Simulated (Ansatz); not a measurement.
PtS2 in Ansatz: the effect of functional

The system is PtS2.

```
CELL_PARAMETERS angstrom
3.56667 0.00000 0.00000
-1.78333 3.08882 0.00000
0.00000 0.00000 5.07217
ATOMIC_POSITIONS crystal
Pt 0.00000 0.00000 0.00000
S 0.66667 0.33333 0.77300
S 0.33333 0.66667 0.22700
```

The cell isn't the ideal one: volume scaled by 1.02.

Alike in all runs:

- Program: Ansatz 0.2.0
- Task: single point
- Potentials or basis: Ansatz PAW
- k mesh: 9 × 9 × 5
- Occupations: fermi-dirac, width 0.05 eV
- Spin: no spin polarisation

**Question.** One run gave: gap on the mesh 0.88 eV; pressure 0.5 GPa; largest force 0.51 eV/Å. Which functional did it use?
A. r2SCAN
B. PBE
C. PBEsol
D. LDA

**Answer.** D.

```csv
functional,cutoff,gap on the mesh (eV),pressure (GPa),largest force (eV/Å)
PBEsol,420 eV (not typed: the program's choice for these potentials),0.93,3.2,0.65
r2SCAN,500 eV (not typed: the program's choice for these potentials),1.17,5.9,0.91
LDA,420 eV (not typed: the program's choice for these potentials),0.88,0.5,0.51
PBE,420 eV (not typed: the program's choice for these potentials),1.00,8.2,0.96
```

Caveats: odd divisions of the mesh miss points on the zone boundary, where band edges often lie, so the gap on the mesh can be too wide; spin-orbit coupling is left out, which moves the levels of the heavy elements; the PAW data sets come from PBE, with cores solved anew for the run's functional, which leaves a small shift of forces and pressure (some runs).

A k mesh can miss the band edges.
